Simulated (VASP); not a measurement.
Set up this calculation in VASP 6.6.1, as the native input.

```
Task                   : relaxation of cell and atoms
Functional             : PBEsol
Potentials or basis    : VASP PAW PBE potentials, release 64 (K_sv)
Cutoff                 : 300 eV
k mesh                 : 12 × 12 × 12
Occupations            : gaussian, width 0.1 eV
Spin                   : no spin polarisation
Further INCAR settings : ALGO = Normal; EDIFF = 1e-07; IBRION = 2; EDIFFG = -0.005; NSW = 90; ISIF = 3
```

The structure of K lies in POSCAR:

```
K
1.0
   -2.6180000000      2.6180000000      2.6180000000
    2.6180000000     -2.6180000000      2.6180000000
    2.6180000000      2.6180000000     -2.6180000000
K
1
Direct
    0.0000000000      0.0000000000      0.0000000000
```

The input as run:

INCAR

```
SYSTEM = K
PREC = Accurate
ENCUT = 300
EDIFF = 1E-7
ISMEAR = 0
SIGMA = 0.1
LREAL = .False.
LASPH = .True.
NELM = 100
ALGO = Normal
ISIF = 3
LWAVE = .False.
LCHARG = .False.
GGA = PS
IBRION = 2
NSW = 90
EDIFFG = -0.005
```

KPOINTS

```
Automatic mesh
0
Gamma
  12 12 12
  0 0 0
```

Potentials or basis: VASP PAW PBE potentials, release 64 (K_sv).

Command:

```bash
$ cat potpaw_PBE.64/K_sv/POTCAR > POTCAR
$ mpirun -np 1 vasp_std > vasp.out
```

It gave:

The relaxed volume is 68.97 Å³/atom, the relaxed cell is a = 4.475 Å, b = 4.475 Å, c = 4.475 Å, α = 109.47°, β = 109.47°, γ = 109.47° and the space group after relaxing (to 0.05 Å) is Im-3m (No. 229). The energy gained by relaxing is 1.4 meV/atom, the ionic steps are 4 and the pressure after relaxing is 0.0 GPa. The band gap on the k mesh is none (metal or under the smearing width).

Caveat: the cutoff is under 1.25 times the usual one of these potentials, so pressure, stress and relaxed cells hold a basis-set (Pulay) error; the PAW data sets were made with another functional, which shifts forces and pressure a little.

Wall time 35 s on 1 thread of AMD EPYC 9R45 (Zen 5), on a shared host, peak memory 0.13 GiB.
